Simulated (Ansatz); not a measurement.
Crystal: CaO.

```xyz
2
Lattice="0.0000 2.4036 2.4036 2.4036 0.0000 2.4036 2.4036 2.4036 0.0000" Properties=species:S:1:pos:R:3 pbc="T T T"
Ca    0.0000    0.0000    0.0000
O     2.4036    2.4036    2.4036
```

The cell is a database's computed one.

Program: Ansatz 0.2.0. Alike in all runs: potentials or basis all-electron PAW datasets made for the crystal; no spin polarisation; cell as given; cutoff (eV) 340.

Q: Order these runs on this cell by their band gap on the k mesh, lowest first.
A. level PBE0; k mesh 8 × 8 × 8; smearing fermi-dirac 0.05 eV
B. level LDA; k mesh 10 × 10 × 10; smearing fixed
C. level HSE06; k mesh 8 × 8 × 8; smearing fermi-dirac 0.05 eV

A: B (3.48 eV), C (5.31 eV), A (6.05 eV).

Caveats: the program warned that the printed levels may be off, so bands, gaps and densities of states are rough (some runs).

A k mesh can miss the band edges.

Not every run made on this cell is shown here.
